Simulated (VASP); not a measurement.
Input of a VASP 6.6.1 run:

INCAR

```
SYSTEM = Mo
ALGO = Fast
EDIFF = 1E-8
ENCUT = 520
GGA = PE
IBRION = 6
ISIF = 3
ISMEAR = 0
LASPH = .True.
LCHARG = .False.
LREAL = .False.
LWAVE = .False.
NELM = 100
NFREE = 2
NSW = 1
POTIM = 0.015
PREC = Accurate
SIGMA = 0.1
```

The input KPOINTS:

```
k-points
0
Gamma
  6 6 6
  0 0 0
```

File POSCAR:

```
Mo                                      
1.0
   -1.5435664676      1.5435664676      1.5435664676
    1.5435664676     -1.5435664676      1.5435664676
    1.5435664676      1.5435664676     -1.5435664676
  Mo            
     1
Direct
     0.0000000000000000    0.0000000000000000    0.0000000000000000
```

Potentials or basis: VASP PAW PBE potentials, release 64 (Mo_sv).

Command:

```console
$ cat potpaw_PBE.64/Mo_sv/POTCAR > POTCAR
$ mpirun -np 1 vasp_std > vasp.out
```

(1) Estimate the Voigt bulk modulus.

(2) Estimate the elastic constants C11, C12, C44.

## Answers

(1) 334 GPa.

(2) 680, 161, 142 GPa.

Caveat: the k mesh is coarse (spacing up to 0.48 Å⁻¹), so the values aren't converged; elastic constants of metals need much finer meshes, so these are rough.
